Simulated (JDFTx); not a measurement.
Wanted: the native input for a JDFTx 1.7.0 (patched build) run.

```
Task                                    : single point
Functional                              : PBEsol
Potentials or basis                     : PseudoDojo-SR-PBEsol-0.4.1-standard with smoothed tails
Cutoff                                  : 925 eV
Density cutoff                          : 7401 eV
k mesh                                  : 7 × 7 × 7
Occupations                             : fermi-dirac, width 0.05 eV
Spin                                    : no spin polarisation
Local potential set to -Z/r beyond      : 6 bohr
Bands                                   : 18
Density cutoff over wavefunction cutoff : 8
Max SCF steps                           : 100
SCF threshold on the energy             : 1e-09 Ha
Solver of the electrons                 : scf
Further solve for the empty bands       : yes
```

SrCl2:

```
Sr Cl
1.0
     0.00000    3.48835    3.48835
     3.48835    0.00000    3.48835
     3.48835    3.48835    0.00000
Sr Cl
1 2
Direct
  0.00000 0.00000 0.00000
  0.75000 0.75000 0.75000
  0.25000 0.25000 0.25000
```

The input as run:

SrCl2.in

```
lattice \
    0.0000000000     6.5920261268     6.5920261268 \
    6.5920261268     0.0000000000     6.5920261268 \
    6.5920261268     6.5920261268     0.0000000000
coords-type Lattice
ion Sr     0.0000000000     0.0000000000     0.0000000000 1
ion Cl     0.7500000000     0.7500000000     0.7500000000 1
ion Cl     0.2500000000     0.2500000000     0.2500000000 1

ion-species pseudo/Sr.upf
ion-species pseudo/Cl.upf
elec-cutoff 34 272
elec-ex-corr gga-PBEsol
kpoint-folding 7 7 7
elec-smearing Fermi 0.0018374661
elec-n-bands 18
electronic-SCF nIterations 100 energyDiffThreshold 1e-09
electronic-minimize nIterations 30 energyDiffThreshold 1e-7
converge-empty-states yes
forces-output-coords Cartesian

dump-name run.$VAR
dump End Ecomponents EigStats BandEigs Kpoints Forces Stress
```

Potentials or basis: PseudoDojo-SR-PBEsol-0.4.1-standard with smoothed tails.

Launch:

```bash
$ jdftx -c 1 -i SrCl2.in -o SrCl2.out
```

Results of the run:

```
Pressure               : -1.1 GPa
Band gap on the k mesh : 5.18 eV, indirect (least direct gap 5.48 eV)
Loewdin charges        : Sr +1.62; Cl -0.71 e
```

Caveat: the atomic charges don't sum to the cell's charge; an odd mesh through Γ misses points on the zone boundary, where band edges often lie.

Wall time 110 s on 1 thread of Intel(R) Xeon(R) Platinum 8375C CPU @ 2.90GHz (Ice Lake), on a shared host, peak memory 0.19 GiB.
